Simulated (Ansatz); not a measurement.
**ZnS (F-43m): energy and pressure against volume**

An exercise on one series of results from a longer session: the logs are not shown, and one member is left open.

The COD entry's cell or inner coordinates are ideal or old and differ from later refinements, so a difference from it is no clean test against experiment.

Method: DFT PBEsol, scalar-relativistic, plane waves, PAW, in Ansatz 0.2.0.

### The starting structure

The structure is cubic, space group F-43m (No. 216). The conventional cell has a = 5.356 Å, b = 5.356 Å, c = 5.356 Å, α = 90.00°, β = 90.00°, γ = 90.00°. Around Zn (site symmetry -43m) lie 4 S at 2.32 Å. Around S (site symmetry -43m) lie 4 Zn at 2.32 Å.

Coordinates:

```cif
data_structure
_symmetry_space_group_name_H-M 'F-43m'
_symmetry_Int_Tables_number 216
_cell_length_a 5.3565
_cell_length_b 5.3565
_cell_length_c 5.3565
_cell_angle_alpha 90.000
_cell_angle_beta 90.000
_cell_angle_gamma 90.000
_cell_volume 153.69
loop_
_atom_site_label
_atom_site_type_symbol
_atom_site_symmetry_multiplicity
_atom_site_Wyckoff_symbol
_atom_site_fract_x
_atom_site_fract_y
_atom_site_fract_z
_atom_site_occupancy
Zn1 Zn 4 d 0.25000 0.25000 0.75000 1
S1 S 4 a 0.00000 0.00000 0.00000 1
```

An earlier run at PBEsol left this cell at 19.211 Å³/atom and 0.00 GPa (8×8×8 mesh).

Set-up of the first run:

Contents of input.yaml:

```yaml
crystal:
  lattice:
    - [0.0, 2.6420352368, 2.6420352368]
    - [2.6420352368, 0.0, 2.6420352368]
    - [2.6420352368, 2.6420352368, 0.0]
  atoms:
    - { symbol: Zn, position: [0.25, 0.25, 0.25] }
    - { symbol: S, position: [0.0, 0.0, 0.0] }
basis:
  ecutwfc: 420
  ecutrho_ratio: 4
kpoints:
  mp_grid: { grid: [8, 8, 8] }
hamiltonian:
  xc: pbesol
scf:
  occupations: { method: gaussian, width: 0.05 }
output:
  forces: true
  stress: true
  eigenvalues: true
```

Started as:

```sh
$ ansatz run input.yaml --threads 1 --pin off --max-ram 2560MiB --backend cpu --events-out ev --progress --plain --runs-dir out
```

Steps of the session up to this table: Volume × 0.96; Volume × 1.04; Volume × 0.92; Volume × 0.88; Volume × 0.84; Volume × 0.8.

One of the session's tables, all rows but one given; the rest of the session is left out.

```
volume (Å³/atom)  energy above the lowest (meV/atom)  pressure (GPa)  gap on the mesh (eV)
          15.369                               283.3            28.9                  2.56
          16.137                                   ?               ?                     ?
          16.905                                85.9            13.4                  2.65
          17.674                                35.3             7.9                  2.45
          18.442                                 8.2             3.5                  2.26
          19.211                                 0.0             0.0                  2.09
          19.979                                 7.0            -2.8                  1.92
```

Q: Estimate the row for volume (Å³/atom) = 16.137 from the others.

Worked estimate for «energy above the lowest (meV/atom)». A straight line through the neighbours (15.369, 283.3) and (16.905, 85.9) gives 283.3 + (85.9 − 283.3) × (16.137 − 15.369) / (16.905 − 15.369) = 184.6; a parabola fitted to 3 rows on both sides gives 168.6.

The run gave: energy above the lowest (meV/atom): 166.1; pressure (GPa): 20.3; gap on the mesh (eV): 2.71. In «energy above the lowest (meV/atom)» the line misses by +18.5 and the parabola by +2.5.

To keep in mind: Other structures may be lower in enthalpy at these pressures.
